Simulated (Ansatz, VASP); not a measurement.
This is a calculation of Pb for Ansatz 0.2.0.

Contents of input.yaml:

```yaml
crystal:
  lattice:
    - [2.997539525, -1.7266640877, 0.0]
    - [2.997539525, 1.7266640877, 0.0]
    - [-2.0868717998, 0.0, 6.0128468655]
  atoms:
    - { symbol: Pb, position: [0.90850841, 0.90850841, 0.7262922] }
    - { symbol: Pb, position: [0.09149159, 0.09149159, 0.2737078] }
hamiltonian:
  xc: pbesol
  pseudopotentials: { kind: paw }
kpoints:
  mp_grid: { grid: [9, 9, 5] }
scf:
  occupations: { method: fermi_dirac, width: 0.05 }
output:
  forces: true
  stress: true
  eigenvalues: true
```

Potentials or basis: Ansatz PAW.

Command:

```bash
$ ansatz run input.yaml --threads 1 --pin off --max-ram 3584MiB --backend cpu --events-out ev --progress --plain --runs-dir out
```

Translate it to VASP 6.6.1. Potentials there: VASP PAW PBE potentials, release 64 (Pb_d).

As run (the cutoff follows the program's own potentials):

Contents of INCAR:

```
ALGO = Fast
EDIFF = 1E-7
ENCUT = 520
GGA = PS
ISIF = 2
ISMEAR = -1
LASPH = True
LCHARG = False
LREAL = False
LWAVE = False
NBANDS = 21
NELM = 60
PREC = Accurate
SIGMA = 0.05
```

Contents of KPOINTS:

```
k-points
0
Gamma
  9 9 5
```

The input POSCAR:

```
Pb
1.0
    2.9975395250     -1.7266640877      0.0000000000
    2.9975395250      1.7266640877      0.0000000000
   -2.0868717998      0.0000000000      6.0128468655
Pb
2
Direct
    0.9085084100      0.9085084100      0.7262922000
    0.0914915900      0.0914915900      0.2737078000
```

Potentials or basis: VASP PAW PBE potentials, release 64 (Pb_d).

Launch:

```sh
$ cat potpaw_PBE.64/Pb_d/POTCAR > POTCAR
$ mpirun -np 1 vasp_std > vasp.out
```

Both were run:

|  | VASP | Ansatz | Ansatz less VASP |
| --- | --- | --- | --- |
| gap on the k mesh at the Fermi level (eV) | none | none | - |
| pressure (GPa) | -0.2 | -0.1 | +0.07 |
| largest component of the traceless stress (GPa) | 0.05 | 0.05 | +0.001 |
| rms of the force components (eV/Å) | 0.039 | 0.038 | -0.0003 |

Atom by atom the forces differ by 0.000 eV/Å (rms over components). A gap of «none» marks a metal or a gap that the smearing closes.

Caveats: the PAW data sets were made with another functional, which shifts forces and pressure a little (VASP); the PAW data sets come from PBE, with cores solved anew for the run's functional, which leaves a small shift of forces and pressure (Ansatz). Spin-orbit coupling is left out, which matters for the levels of Pb.
